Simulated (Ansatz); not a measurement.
Crystal: Ge.

```
Ge
1.0
     0.00000    2.82891    2.82891
     2.82891    0.00000    2.82891
     2.82891    2.82891    0.00000
Ge
2
Direct
  0.75000 0.75000 0.75000
  0.50000 0.50000 0.50000
```

| Quantity | Value |
| --- | --- |
| Program | Ansatz 0.2.0 |
| Task | relaxation of cell and atoms |
| Functional | revPBE |
| Potentials or basis | all-electron LAPW, scalar-relativistic |
| Basis error allowed | 0.001 eV/atom |
| k mesh | 8 × 8 × 8 |
| Occupations | fermi-dirac, width 0.05 eV |
| Spin | no spin polarisation |

At the start: volume 22.64 Å³/atom.

Problem. Where does the relaxation end?

Solution. Over 5 steps the energy falls by 25.3 meV/atom and the volume is 24.40 Å³/atom (+7.8 %); space group Fd-3m (No. 227, to 0.05 Å).

The path:
```
step  energy change (eV)  largest force (eV/Å)  volume (Å³)
   1              0.0000                0.0000        45.28
   2             -0.0481                0.0000        47.96
   3             -0.0506                0.0000        48.70
   4             -0.0507                0.0000        48.80
   5             -0.0507                0.0000        48.80
```

Final structure:
```
Ge
1.0
     0.00000    2.90042    2.90042
     2.90042    0.00000    2.90042
     2.90042    2.90042    0.00000
Ge
2
Direct
  0.75000 0.75000 0.75000
  0.50000 0.50000 0.50000
```

The cell as given is a measured one (22.64 Å³/atom); revPBE puts the equilibrium volume +7.8 % from it, thermal expansion not counted.
